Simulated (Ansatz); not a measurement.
**AlN: do energies and stresses tell the same story?**

Method: Ansatz, DFT PBE, scalar-relativistic, plane waves, PAW.

Settings: cutoff 420 eV, Γ-centred mesh 9×9×6 on the computed 4-atom cell, Gaussian smearing of 0.02 eV; no spin polarisation.

Relaxed cell: P6_3/mmc, a = 3.314 Å, b = 3.314 Å, c = 4.187 Å, α = 90.00°, β = 90.00°, γ = 120.00°, 4 atoms in the primitive cell. This form isn't the usual stable structure of the compound.

Energies at zero smearing and pressures from the stress tensor, at volumes with shape and atoms relaxed:
```json
{"V (Å³/atom)": "8.762", "E − E(first) (meV/atom)": "0.00", "P (GPa)": "33.46"}
{"V (Å³/atom)": "9.061", "E − E(first) (meV/atom)": "-52.44", "P (GPa)": "23.08"}
{"V (Å³/atom)": "9.360", "E − E(first) (meV/atom)": "-86.97", "P (GPa)": "14.18"}
{"V (Å³/atom)": "9.659", "E − E(first) (meV/atom)": "-106.12", "P (GPa)": "6.54"}
{"V (Å³/atom)": "9.957", "E − E(first) (meV/atom)": "-112.06", "P (GPa)": "0.01"}
{"V (Å³/atom)": "10.256", "E − E(first) (meV/atom)": "-106.72", "P (GPa)": "-5.56"}
{"V (Å³/atom)": "10.555", "E − E(first) (meV/atom)": "-91.94", "P (GPa)": "-10.22"}
{"V (Å³/atom)": "10.953", "E − E(first) (meV/atom)": "-60.27", "P (GPa)": "-15.07"}
```

Check P = −dE/dV between neighbouring volumes, and get the bulk modulus from the pressures alone.

With 1 eV/Å³ = 160.2 GPa:
```json
{"middle V (Å³/atom)": "8.912", "−ΔE/ΔV (GPa)": "28.129", "mean P (GPa)": "28.267"}
{"middle V (Å³/atom)": "9.211", "−ΔE/ΔV (GPa)": "18.518", "mean P (GPa)": "18.629"}
{"middle V (Å³/atom)": "9.509", "−ΔE/ΔV (GPa)": "10.272", "mean P (GPa)": "10.361"}
{"middle V (Å³/atom)": "9.808", "−ΔE/ΔV (GPa)": "3.184", "mean P (GPa)": "3.274"}
{"middle V (Å³/atom)": "10.107", "−ΔE/ΔV (GPa)": "-2.863", "mean P (GPa)": "-2.777"}
{"middle V (Å³/atom)": "10.405", "−ΔE/ΔV (GPa)": "-7.924", "mean P (GPa)": "-7.891"}
{"middle V (Å³/atom)": "10.754", "−ΔE/ΔV (GPa)": "-12.741", "mean P (GPa)": "-12.648"}
```

The two differ by 0.14 GPa at most. The mean of two end pressures misses the average over a step by about ΔV² P″/12, up to 0.13 GPa here; with that taken off 0.04 GPa remains, from the finite cutoff, the mesh or the relaxation's tolerance. Around V = 9.957 Å³/atom, the two neighbours give B = −V ΔP/ΔV = 9.957 × 12.10 / 0.597 = 201.7 GPa, against B0 = 198.4 GPa from the Birch–Murnaghan fit of the energies.